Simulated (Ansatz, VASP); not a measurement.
# One calculation of Be2H3, two programs

```
Be H
1.0
     2.80508    0.00000    0.00000
     0.00000    2.80508    0.00000
     0.00000    0.00000    4.17640
Be H
2 3
Direct
  0.50000 0.50000 0.00000
  0.00000 0.00000 0.00000
  0.50000 0.50000 0.50000
  0.00000 0.00000 0.66613
  0.00000 0.00000 0.33387
```

Alike in both runs: task single point; functional PBE; k mesh 6 × 6 × 4; occupations gaussian, width 0.1 eV; no spin polarisation.

```csv
,VASP,Ansatz
version,VASP 6.6.1,Ansatz 0.2.0
potentials or method,"VASP PAW PBE potentials, release 64 (Be, H)","scalar-relativistic, plane waves, PAW"
plane-wave cutoff (eV),520,420
valence electrons in the cell,7,7
```

```csv
,VASP,Ansatz,Ansatz less VASP
gap on the k mesh at the Fermi level (eV),none,none,-
pressure (GPa),4.7,4.8,+0.08
largest component of the traceless stress (GPa),9.01,9.04,+0.031
rms of the force components (eV/Å),0.360,0.359,-0.0014
```

Atom by atom the forces differ by 0.001 eV/Å (rms over components). A gap of «none» marks a metal or a gap that the smearing closes.

Caveats: the k mesh is coarse (spacing up to 0.38 Å⁻¹), so the values aren't converged.
